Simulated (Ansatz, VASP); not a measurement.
# One calculation of C, two programs

```
CELL_PARAMETERS angstrom
2.14606 -1.23910 0.00000
2.14606 1.23910 0.00000
-1.39122 0.00000 3.53369
ATOMIC_POSITIONS crystal
C 0.83336 0.83336 0.00009
C 0.16664 0.16664 0.99991
```

This is a stacking variant of graphite.

Alike in both runs: task single point; functional LDA; k mesh 14 × 14 × 8; no spin polarisation.

|  | VASP | Ansatz |
| --- | --- | --- |
| version | VASP 6.6.1 | Ansatz 0.2.0 |
| potentials or method | VASP PAW LDA potentials, release 64 (C) | plane waves, PAW |
| plane-wave cutoff (eV) | 520 | 550 |
| occupations | methfessel-paxton of order 1, width 0.1 eV | cold, width 0.1 eV |
| valence electrons in the cell | 8 | 8 |

```csv
,VASP,Ansatz,Ansatz less VASP
pressure (GPa),-10.0,-10.7,-0.73
largest component of the traceless stress (GPa),8.82,9.67,+0.848
```
